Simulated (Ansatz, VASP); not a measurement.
## SnSe in VASP and in Ansatz

Contents of INCAR:

```
SYSTEM = SnSe
PREC = Accurate
ENCUT = 520
EDIFF = 1E-7
ISMEAR = -1
SIGMA = 0.05
LREAL = .FALSE.
LASPH = .TRUE.
NELM = 100
ALGO = Normal
ISIF = 2
LWAVE = .FALSE.
LCHARG = .FALSE.
GGA = PS
NBANDS = 28
```

KPOINTS

```
regular mesh
0
G
  6 6 3
  0 0 0
```

The input POSCAR:

```
SnSe
1.0
    4.2565659658      0.0000000000      0.0000000000
    0.0000000000      4.2565659658      0.0000000000
    0.0000000000      0.0000000000     10.9169268730
Sn Se
2 2
Direct
    0.0000000000      0.5000000000      0.6277708900
    0.5000000000      0.0000000000      0.3722291100
    0.0000000000      0.5000000000      0.3839605100
    0.5000000000      0.0000000000      0.6160394900
```

Contents of input.yaml:

```yaml
crystal:
  lattice:
    - [4.2565659658, 0.0, 0.0]
    - [0.0, 4.2565659658, 0.0]
    - [0.0, 0.0, 10.916926873]
  atoms:
    - { symbol: Sn, position: [0.0, 0.5, 0.62777089] }
    - { symbol: Sn, position: [0.5, 0.0, 0.37222911] }
    - { symbol: Se, position: [0.0, 0.5, 0.38396051] }
    - { symbol: Se, position: [0.5, 0.0, 0.61603949] }
kpoints:
  mp_grid: { grid: [6, 6, 3] }
scf:
  occupations: { method: fermi_dirac, width: 0.05 }
hamiltonian:
  xc: pbesol
  pseudopotentials: { kind: all_electron, lapw: { basis_error: 0.001 } }
output:
  forces: true
  stress: true
  eigenvalues: true
```

Change from the starting cell: volume scaled by 0.98.

Alike in both runs: task single point; functional PBEsol; k mesh 6 × 6 × 3; occupations fermi-dirac, width 0.05 eV; no spin polarisation.

|  | VASP | Ansatz |
| --- | --- | --- |
| version | VASP 6.6.1 | Ansatz 0.2.0 |
| potentials or method | VASP PAW PBE potentials, release 64 (Sn_d, Se) | all-electron LAPW, scalar-relativistic |
| plane-wave cutoff (eV) | 520 | see its input |

|  | VASP | Ansatz | Ansatz less VASP |
| --- | --- | --- | --- |
| gap on the k mesh at the Fermi level (eV) | 1.44 | 1.45 | +0.008 |
| least direct gap on the mesh (eV) | 1.44 | 1.45 | +0.008 |
| rms of the force components (eV/Å) | 0.086 | 0.077 | -0.0090 |

Atom by atom the forces differ by 0.011 eV/Å (rms over components). Ansatz ran all-electron here, so the differences hold the error of VASP's frozen core and of both bases.

Caveats: spin-orbit coupling is left out, which moves the levels of the heavy elements; the PAW data sets were made with another functional, which shifts forces and pressure a little (VASP).
